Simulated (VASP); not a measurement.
# CdSe (F-43m) in VASP: G0W0 quasiparticle levels with PBE

Aim: the G0W0 quasiparticle levels of CdSe with PBE.

Everything below comes from runs of VASP 6.6.1. Logs are shortened: lines on timing, memory, paths and dates and some standing lists are left out, and cuts for length are marked.

## (1) The crystal as given

Symmetry: F-43m, No. 216, cubic system. The conventional cell has a = 6.141 Å, b = 6.141 Å, c = 6.141 Å, α = 90.00°, β = 90.00°, γ = 90.00°. Around Cd (site symmetry -43m) lie 4 Se at 2.66 Å. Around Se (site symmetry -43m) lie 4 Cd at 2.66 Å.

Measurements of this composition are mostly on another form, of space group No. 186.

## (2) G0W0 quasiparticle levels, PBE

POSCAR reads:

```
CdSe
1.0
    0.0000000000      3.0702711986      3.0702711986
    3.0702711986      0.0000000000      3.0702711986
    3.0702711986      3.0702711986      0.0000000000
Cd Se
1 1
Direct
    0.0000000000      0.0000000000      0.0000000000
    0.2500000000      0.2500000000      0.2500000000
```

INCAR.step1 reads:

```
ALGO = Fast ; EDIFF = 1E-8
ENCUT = 500 ; GGA = PE
ISMEAR = 0 ; LASPH = T
LCHARG = F ; LREAL = F
LWAVE = T ; NELM = 80
PREC = Accurate ; SIGMA = 0.01
```

INCAR.step2 reads:

```
ALGO = Exact ; EDIFF = 1E-8
ENCUT = 500 ; GGA = PE
ISMEAR = 0 ; ISTART = 1
LASPH = T ; LCHARG = F
LOPTICS = T ; LREAL = F
LWAVE = T ; NBANDS = 203
NELM = 1 ; PREC = Accurate
SIGMA = 0.01
```

INCAR.step3 reads:

```
ALGO = EVGW0 ; EDIFF = 1E-8
ENCUT = 500 ; ENCUTGW = 100
GGA = PE ; ISMEAR = 0
ISTART = 1 ; LASPH = T
LCHARG = F ; LREAL = F
LWAVE = T ; NBANDS = 203
NBANDSGW = 17 ; NELMGW = 1
NOMEGA = 48 ; PREC = Accurate
PRECFOCK = Fast ; SIGMA = 0.01
```

INCAR.step4 reads:

```
ALGO = BSE ; ANTIRES = 0
EDIFF = 1E-8 ; ENCUT = 500
ENCUTGW = 100 ; GGA = PE
ISMEAR = 0 ; ISTART = 1
LASPH = T ; LCHARG = F
LREAL = F ; LWAVE = F
NBANDS = 203 ; NBANDSO = 3
NBANDSV = 4 ; NBSEEIG = 10
OMEGAMAX = 20 ; PREC = Accurate
PRECFOCK = Fast ; SIGMA = 0.01
```

KPOINTS reads:

```
k-points
0
Gamma
  5 5 5
```

Potentials or basis: VASP PAW PBE potentials, release 64 (Cd_GW, Se_GW).

Command:

```sh
$ cat potpaw_PBE.64/Cd_GW/POTCAR potpaw_PBE.64/Se_GW/POTCAR > POTCAR
$ cp INCAR.step1 INCAR
$ mpirun -np 1 vasp_std > vasp.out
$ cp INCAR.step2 INCAR
$ mpirun -np 1 vasp_std > vasp.out
$ cp INCAR.step3 INCAR
$ mpirun -np 1 vasp_std > vasp.out
$ cp INCAR.step4 INCAR
$ mpirun -np 1 vasp_std > vasp.out
```

OUTCAR:

```text
EDIFF = 1E-8
   ENCUT = 500
   ENCUTGW = 100
   GGA = PE
   ISMEAR = 0
   ISTART = 1
   LASPH = T
   LREAL = F
   PREC = Accurate
   PRECFOCK = Fast

 ion  position               nearest neighbor table
   1  0.000  0.000  0.000-   2 2.66   2 2.66   2 2.66   2 2.66
   2  0.250  0.250  0.250-   1 2.66   1 2.66   1 2.66   1 2.66

  LATTYP: Found a face centered cubic cell.
 ALAT       =     6.1405423972

  Lattice vectors:

 A1 = (   0.0000000000,   3.0702711986,   3.0702711986)
 A2 = (   3.0702711986,   0.0000000000,   3.0702711986)
 A3 = (   3.0702711986,   3.0702711986,   0.0000000000)

Analysis of symmetry for initial positions (statically):
=====================================================================
 Subroutine PRICEL returns:
 Original cell was already a primitive cell.

 Routine SETGRP: Setting up the symmetry group for a
 face centered cubic supercell.

 Subroutine GETGRP returns: Found 24 space group operations
 (whereof 24 operations were pure point group operations)
 out of a pool of 48 trial point group operations.

The static configuration has the point symmetry T_d .

Analysis of symmetry for dynamics (positions and initial velocities):
=====================================================================
 Subroutine PRICEL returns:
 Original cell was already a primitive cell.

 Routine SETGRP: Setting up the symmetry group for a
 face centered cubic supercell.

 Subroutine GETGRP returns: Found 24 space group operations
 (whereof 24 operations were pure point group operations)
 out of a pool of 48 trial point group operations.

The dynamic configuration has the point symmetry T_d .

 Subroutine INISYM returns: Found 24 space group operations
 (whereof 24 operations are pure point group operations),
 and found     1 'primitive' translations

----------------------------------------------------------------------------------------

                                     Primitive cell

  volume of cell :      57.8842

  direct lattice vectors                    reciprocal lattice vectors
     0.000000000  3.070271199  3.070271199    -0.162852063  0.162852063  0.162852063
     3.070271199  0.000000000  3.070271199     0.162852063 -0.162852063  0.162852063
     3.070271199  3.070271199  0.000000000     0.162852063  0.162852063 -0.162852063

  length of vectors
     4.342019169  4.342019169  4.342019169     0.282068048  0.282068048  0.282068048

  position of ions in fractional coordinates (direct lattice)
     0.000000000  0.000000000  0.000000000
     0.250000000  0.250000000  0.250000000

  ion indices of the primitive-cell ions
   primitive index   ion index
                 1           1
                 2           2

----------------------------------------------------------------------------------------

 KPOINTS: k-points

Automatic generation of k-mesh.
 Grid dimensions read from file:
 generate k-points for:    5    5    5

 Generating k-lattice:

  Cartesian coordinates                     Fractional coordinates (reciprocal lattice)
    -0.032570413  0.032570413  0.032570413     0.200000000  0.000000000  0.000000000
     0.032570413 -0.032570413  0.032570413     0.000000000  0.200000000  0.000000000
     0.032570413  0.032570413 -0.032570413     0.000000000  0.000000000  0.200000000

  Length of vectors
     0.056413610  0.056413610  0.056413610

  Shift w.r.t. Gamma in fractional coordinates (k-lattice)
     0.000000000  0.000000000  0.000000000

 Subroutine IBZKPT returns following result:
 ===========================================

 Found     10 irreducible k-points:

 Following reciprocal coordinates:
            Coordinates               Weight
  0.000000  0.000000  0.000000      1.000000
  0.200000  0.000000  0.000000      8.000000
  0.400000  0.000000  0.000000      8.000000
  0.200000  0.200000  0.000000      6.000000
  0.400000  0.200000  0.000000     24.000000
 -0.400000  0.200000  0.000000     24.000000
 -0.200000  0.200000  0.000000     12.000000
  0.400000  0.400000  0.000000      6.000000
 -0.400000  0.400000  0.000000     12.000000
 -0.400000  0.400000  0.200000     24.000000
   k-points           NKPTS =     10   k-points in BZ     NKDIM =    125   number of bands    NBANDS=    203
   number of dos      NEDOS =    301   number of ions     NIONS =      2
   total plane-waves  NPLWV =  32768
   dimension x,y,z NGX =    32 NGY =   32 NGZ =   32
   dimension x,y,z NGXF=    64 NGYF=   64 NGZF=   64
   ions per type =               1   1
   NGX,Y,Z   is equivalent  to a cutoff of  12.25, 12.25, 12.25 a.u.
   NGXF,Y,Z  is equivalent  to a cutoff of  24.50, 24.50, 24.50 a.u.
 SYSTEM =  unknown system
   PREC   = accura    normal or accurate (medium, high low for compatibility)
   ISTART =      1    job   : 0-new  1-cont  2-samecut
   ICHARG =      0    charge: 1-file 2-atom 10-const
   ISPIN  =      1    spin polarized calculation?
   LNONCOLLINEAR =      F non collinear calculations
   LSORBIT =      F    spin-orbit coupling
   LASPH  =      T    aspherical Exc in radial PAW
   ENCUT  =  500.0 eV  36.75 Ry    6.06 a.u.   7.92  7.92  7.92*2*pi/ulx,y,z
   NELM   =     60;   NELMIN=  2; NELMDL=  0     # of ELM steps
   EDIFF  = 0.1E-07   stopping-criterion for ELM
   LREAL  =      F    real-space projection
   EDIFFG = 0.1E-06   stopping-criterion for IOM
   NSW    =      0    number of steps for IOM
   IBRION =     -1    ionic relax: 0-MD 1-quasi-New 2-CG
   NFREE  =      0    steps in history (QN), initial steepest desc. (CG)
   ISIF   =      0    stress and relaxation
   ISYM   =      3    0-nonsym 1-usesym 2-fastsym
   POTIM  = 0.5000    time-step for ionic-motion
   TEBEG  =    0.0;   TEEND  =   0.0 temperature during run
   PSTRESS=    0.0 pullay stress
   NELECT =      18.0000    total number of electrons
   NUPDOWN=      -1.0000    fix difference up-down
   EMIN   =  10.00;   EMAX   =-10.00  energy-range for DOS
   EFERMI =   0.00;   METHOD = LEGACY
   ISMEAR =     0;   SIGMA  =   0.01  broadening in eV -4-tet -1-fermi 0-gaus
   EFERMI_NEDOS =   21; number of points for ismear=-14 and -15
   IALGO  =     38    algorithm
   IMIX   =      4    mixing-type and parameters
     AMIX     =   0.40;   BMIX     =  1.00
     AMIX_MAG =   1.60;   BMIX_MAG =  1.00
  volume/ion in A,a.u.               =      28.94       195.31
  Fermi-wavevector in a.u.,A,eV,Ry     =   1.109121  2.095935 16.737199  1.230149
  Thomas-Fermi vector in A             =   2.245657
   LORBIT       =      0    0 simple, 1 ext, 2 COOP (PROOUT), +10 PAW based schemes
   GGA     = PE    functional components
   LHFCALC =     T    Hartree Fock is set to
   PRECFOCK=fast      Normal, Fast or Accurate (Low or Medium for compatibility)
   ENCUT4O =  -1.0   cutoff for four orbital integrals eV
   NKREDX  =     1    reduce k-point grid by
   NKREDY  =     1    reduce k-point grid by
   NKREDZ  =     1    reduce k-point grid by
   AEXX    =    1.0000 exact exchange contribution
   HFSCREEN=    0.0000 screening length (either q_TF or 0.3 A-1)
   HFSCREENC=   0.0000 screening length for correlation (either q_TF or 0.3 A-1)
   ENCUTFOCK=  -1.0 apply spherical cutoff to Coloumb kernel
   IVDW    =     0    specifies the selected vdW correction
   LEPSILON=     F    determine dielectric tensor
   LRPA    =     F    only Hartree local field effects (RPA)
   LRPAFORCE           =     F    calculate RPA forces
   ENCUTGW             = 100.0    cutoff for response function in eV
   ENCUTGWSOFT         =  80.0    soft cutoff for Coulomb kernel in GW response function in eV
   ENCUTLF             =  -1.0    cutoff for local field effects
   NELMGW              =     1    number of iterations in solving QP/BSE equation
   NELMHF              =     1    number of iterations in the inner HF iteration
   NKREDLFX            =     1    NKREDLFY  =   1   NKREDLFZ  =   1
 non-spin polarized calculation
 Gauss-broadening in eV      SIGMA  =   0.01
  energy-cutoff  :      500.00
  volume of cell :       57.88
 maximum number of plane-waves:      1479
  NGX = 18; NGY = 18; NGZ = 18
   NGX = 15   NGY = 15   NGZ = 15
 maximum number of plane-waves:       137
 NGX is ok and might be reduce to    18

 BSE (scaLAPACK) attempting allocation of   0.036 Gbyte  rank=   1500

=======================================================================
```

It took 39 min on 1 thread of AMD EPYC, shared host; peak memory 0.9 GiB.

What came out:

```
Band gap on the k mesh, mean-field level : 0.54 eV, direct
Quasiparticle gap                        : 1.16 eV
Least direct quasiparticle gap           : 1.16 eV
```

Dielectric function (mean over the directions given):
```tsv
energy (eV)	real part	imaginary part
0.32	20.31	0.85
0.96	43.93	29.23
1.60	-2.15	2.48
2.32	7.38	1.29
2.96	-4.87	11.64
3.68	-4.02	11.08
4.32	4.78	5.29
5.04	13.72	13.43
5.69	0.27	5.03
6.41	1.70	2.05
7.05	1.53	6.36
7.69	0.79	5.89
8.41	-1.35	3.67
9.05	-2.51	3.01
9.77	-2.50	2.01
10.41	-1.49	0.62
11.13	-1.22	0.64
11.77	-0.91	0.36
12.49	-0.68	0.09
13.13	-0.61	0.23
13.77	-0.28	0.05
14.49	-0.10	0.02
15.14	0.03	0.02
15.86	0.15	0.01
16.50	0.23	0.01
17.22	0.31	0.01
17.86	0.37	0.01
18.58	0.43	0.01
19.22	0.47	0.01
19.94	0.51	0.01
```

Lowest excitation energies (eV) and strengths:
```csv
energy,strength
1.076,136
1.076,136
1.076,136
2.859,45.5
2.859,45.5
2.859,45.5
2.922,0
2.922,0
2.922,0
2.932,0
```

Caveat: bands, screening cutoff and mesh are small and nothing is extrapolated, so the quasiparticle values aren't converged; spectra need much finer meshes, so this one isn't converged.
